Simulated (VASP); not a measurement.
Crystal: RbBr.

```
Rb Br
1.0
     4.12608    0.00000    0.00000
     0.00000    4.12608    0.00000
     0.00000    0.00000    4.12608
Rb Br
1 1
Direct
  0.00000 0.00000 0.00000
  0.50000 0.50000 0.50000
```

The cell comes from a database or a generator and needn't be the stable form of this composition.

| Property | Result |
| --- | --- |
| Program | VASP 6.6.1 |
| Task | single point |
| Functional | PBE |
| Potentials or basis | VASP PAW PBE potentials, release 64 (Rb_sv, Br) |
| Cutoff | 520 eV |
| k mesh | 7 × 7 × 7 |
| Occupations | fermi-dirac, width 0.05 eV |
| Spin | no spin polarisation |

On this cell: pressure 0.8 GPa; largest force zero by symmetry; band gap on the k mesh 4.10 eV, indirect (least direct gap 4.23 eV).

The same run follows on a disturbed copy (atoms moved at random, drawn with an rms of 0.05 Å):

```xyz
2
Lattice="4.1261 0.0000 0.0000 0.0000 4.1261 0.0000 0.0000 0.0000 4.1261" Properties=species:S:1:pos:R:3 pbc="T T T"
Rb   -0.0289    0.0219   -0.0306
Br    2.0285    2.0890    2.0815
```

Task: What does the disturbed cell give?

Result: The energy moves by +0.5 meV/atom; pressure 0.8 GPa; largest force 0.041 eV/Å; band gap on the k mesh 4.11 eV, indirect (least direct gap 4.24 eV).

Forces on the atoms (eV/Å):
```
Rb  -0.005  0.003  0.040
Br   0.005 -0.003 -0.040
```

Caveats: an odd mesh through Γ misses points on the zone boundary, where band edges often lie.
